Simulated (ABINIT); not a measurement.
Runs of ABINIT 10.8.3 (patched build) on InAs. It takes space group F-43m (No. 216, cubic). The conventional cell has a = 6.036 Å, b = 6.036 Å, c = 6.036 Å, α = 90.00°, β = 90.00°, γ = 90.00°. In (site symmetry -43m) is surrounded by 4 As at 2.61 Å. Around As (site symmetry -43m) lie 4 In at 2.61 Å. 

```csv
cell,gap on the mesh (eV),pressure (GPa)
relaxed to 10 GPa,0.18,10.0
relaxed,none,0.0
relaxed to 5 GPa,none,5.0
relaxed to 20 GPa,0.63,20.0
relaxed to 30 GPa,(a),30.0
```

Alike in all rows: task relaxation of cell and atoms; level PBE; potentials or basis JTH PAW PBE v2.0; no spin polarisation; k mesh 8 × 8 × 8; cutoff (eV) 599; smearing fermi-dirac 0.05 eV.

**Question.** Fill in the values left out.

**Answer.** (a) 0.95.

Caveats: spin-orbit coupling is left out, which moves the levels of the heavy elements (some runs); the atomic spheres overlap (some runs).

A k mesh can miss the band edges, and the runs leave out spin-orbit coupling on As, In.

A gap of «none» marks a metal or a gap under the smearing width.
